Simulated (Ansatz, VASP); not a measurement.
# Two plane-wave programs on Be

```xyz
4
Lattice="-1.1196 1.1199 -1.5836 3.3414 1.1081 -1.5794 -1.1078 -3.3421 -1.5797" Properties=species:S:1:pos:R:3 pbc="T T T"
Be    0.0044   -2.2297   -1.5797
Be    1.1153   -1.1156   -3.1610
Be    1.1097    1.1155   -3.1630
Be   -0.0014    0.0014   -1.5816
```

Change from the starting cell: cell x4, atoms moved at random (sigma 0.05 Å) and cell strained at random (1.5 %), then relaxed without symmetry.

Alike in both runs: functional PBE; k mesh 10 × 6 × 6; occupations gaussian, width 0.2 eV; no spin polarisation.

Ansatz relaxed the structure, and its values are those at the end. VASP's run is a single point on that final structure, the one shown.

```csv
,VASP,Ansatz
version,VASP 6.6.1,Ansatz 0.2.0
potentials or method,"VASP PAW PBE potentials, release 64 (Be)","scalar-relativistic, plane waves, PAW"
plane-wave cutoff (eV),520,420
valence electrons in the cell,8,8
```

```tsv
	VASP	Ansatz	Ansatz less VASP
gap on the k mesh at the Fermi level (eV)	none	none	-
pressure (GPa)	0.1	0.0	-0.15
```

A gap of «none» marks a metal or a gap that the smearing closes.
